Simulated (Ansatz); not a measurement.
# SrO: band gap under strain

Aim: follow the gap of SrO (rocksalt) through these states: +2.1 % strain along z alone; +2.6 % biaxial strain in the (111) plane, free along [111]; +2.6 % strain along [111] alone. The table at the end shows which levels were run.

The runs shown are made with Ansatz 0.2.0. PAW datasets, plane waves. Spin-unpolarised throughout; all numbers are computed.

## (1) The cell

The unstrained cell was relaxed with r2SCAN; in each strained cell the atoms were relaxed again with r2SCAN. Names of k-points are those of the unstrained zone, where strain can split equivalent points. First state: +2.1 % strain along z alone.

Space group I4/mmm (No. 139), tetragonal; a = 3.649 Å, c = 5.270 Å in the conventional setting, 17.54 Å³ an atom. Around Sr lie 6 O at 2.58–2.63 Å; around O lie 6 Sr at 2.58–2.63 Å.

Coordinates:

Space group I4/mmm (No. 139). a = 3.649 Å, b = 3.649 Å, c = 5.270 Å, α = 90.00°, β = 90.00°, γ = 90.00°
```tsv
atom	site	symmetry	x	y	z
Sr	2a	4/mmm	0.0000	0.0000	0.0000
O	2b	4/mmm	0.5000	0.5000	0.0000
```

## (2) +2.1 % strain along z alone: PBE

File input.yaml:

```yaml
crystal:
  lattice:
    - [0.0, 2.5798923523, 2.6348440595]
    - [2.5798923523, 0.0, 2.6348440595]
    - [2.5798923523, 2.5798923523, 0.0]
  atoms:
    - { symbol: Sr, position: [0.0, 0.0, 0.0] }
    - { symbol: O, position: [0.5, 0.5, 0.5] }
kpoints:
  mp_grid: { grid: [8, 8, 8] }
  band_path:
    path:
      - [0.0, 0.0, 0.0]
      - [0.5, 0.0, 0.5]
      - [0.625, 0.25, 0.625]
      - [0.375, 0.375, 0.75]
      - [0.5, 0.5, 0.5]
      - [0.5, 0.25, 0.75]
    npoints: 1
hamiltonian:
  xc: pbe
scf:
  occupations: { method: fermi_dirac, width: 0.02 }
  n_extra_bands: 4
output:
  forces: true
  stress: true
  eigenvalues: true
```

Command:

```sh
$ ansatz run input.yaml --threads 4 --pin off --max-ram 3686MiB --backend cpu --events-out ev --progress --plain --runs-dir out
```

The runs that follow: +2.1 % strain along z alone: r2SCAN; +2.1 % strain along z alone: HSE06; +2.6 % biaxial strain in the (111) plane, free along [111]: PBE; +2.6 % biaxial strain in the (111) plane, free along [111]: r2SCAN; +2.6 % biaxial strain in the (111) plane, free along [111]: HSE06; +2.6 % strain along [111] alone: PBE; +2.6 % strain along [111] alone: r2SCAN; +2.6 % strain along [111] alone: HSE06.

Before running it: what results should come out?

**Answer**, as computed:

Least gap in eV (negative: overlap):

| state | PBE | r2SCAN | HSE06 |
| --- | --- | --- | --- |
| +2.1 % strain along z alone | 3.28 | 3.76 | 4.76 |
| +2.6 % biaxial strain in the (111) plane, free along [111] | 3.26 | 3.73 | 4.72 |
| +2.6 % strain along [111] alone | 3.30 | 3.78 | 4.77 |

In words: Where both were run, the HSE06 gap lies +1.46 to +1.47 eV from PBE's, each on its own k points. In PBE the gap is least under +2.6 % biaxial strain in the (111) plane, free along [111] (3.26 eV) and largest under +2.6 % strain along [111] alone (3.30 eV).
